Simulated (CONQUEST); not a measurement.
## SnSe under changes of volume

One of the cells (27.271 Å³/atom); the others are scaled copies at fixed shape and fractional positions:

```xyz
4
Lattice="4.2568 0.0000 0.0000 0.0000 4.2568 0.0000 0.0000 0.0000 6.0200" Properties=species:S:1:pos:R:3 pbc="T T T"
Sn    0.0000    0.0000    0.0000
Sn    2.1284    2.1284    3.0100
Se    0.0000    0.0000    3.0100
Se    2.1284    2.1284    0.0000
```

Measurements of this composition are mostly on another form, of space group No. 62.

* Program: CONQUEST 1.3
* Functional: PBEsol
* Potentials or basis: PseudoDojo NC PBEsol, DZP, grid of 40 × 40 × 60 points
* k mesh: 6 × 6 × 5
* Occupations: fermi-dirac, width 0.05 eV
* Spin: no spin polarisation

```csv
volume (Å³/atom),energy over the lowest point (meV/atom),pressure (GPa)
25.635,7.50,2.4
26.180,?,?
26.725,0.00,-0.2
27.271,1.98,-0.9
27.816,6.88,-2.0
28.362,15.47,-3.1
28.907,27.03,-3.7
```

Question: What does the run at 26.180 Å³/atom give?

Answer: Energy over the lowest point 1.53 meV/atom; pressure 1.1 GPa.

Worked out: A Birch-Murnaghan fit of order 3 (a polynomial in V^(-2/3)) to the other rows has its minimum at 26.73 Å³/atom with B0 = V·E''(V) = 52 GPa (rough, since the energies scatter). It gives 1.92 meV/atom at 26.180 Å³/atom, against the run's 1.53, and -dE/dV = 1.1 GPa, against 1.1.

Energies are extrapolated to zero smearing.

Caveats: the basis of atomic orbitals isn't converged, which shifts pressures, moduli and gaps; the real-space grid breaks the cell's symmetry a little (some runs).
